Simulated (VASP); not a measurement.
## PbSe: single point with PBE

Crystal: PbSe.

```xyz
2
Lattice="3.7843 0.0000 0.0000 0.0000 3.7843 0.0000 0.0000 0.0000 3.7843" Properties=species:S:1:pos:R:3 pbc="T T T"
Pb    0.0000    0.0000    0.0000
Se    1.8922    1.8922    1.8922
```

Measurements of this composition are mostly on another form, of space group No. 225.

```json
{
  "Program": "VASP 6.6.1",
  "Task": "single point",
  "Functional": "PBE",
  "Potentials or basis": "VASP PAW PBE potentials, release 64 (Pb_d_GW, Se_GW)",
  "Cutoff": "500 eV",
  "k mesh": "3 × 3 × 3",
  "Occupations": "gaussian, width 0.02 eV",
  "Spin": "no spin polarisation"
}
```

```yaml
Pressure: -0.2 GPa
Band_gap_on_the_k_mesh: 1.48 eV, indirect (least direct gap 2.46 eV)
```

Levels at points of the mesh, in eV from the valence-band top:
```tsv
k point	band 9	band 10	band 11	band 12	band 13	band 14
(0.00, 0.00, 0.00)	-1.26	-1.26	-1.26	5.36	5.36	6.27
```

Run time: 4.4 s on 1 thread of Intel(R) Xeon(R) 6975P-C (Granite Rapids) (shared host), peak memory 0.16 GiB.

Caveat: the k mesh is coarse (spacing up to 0.55 Å⁻¹), so the values aren't converged; spin-orbit coupling is left out, which as a rule narrows the gap of such compounds by several tenths of an eV; an odd mesh through Γ misses points on the zone boundary, where band edges often lie.
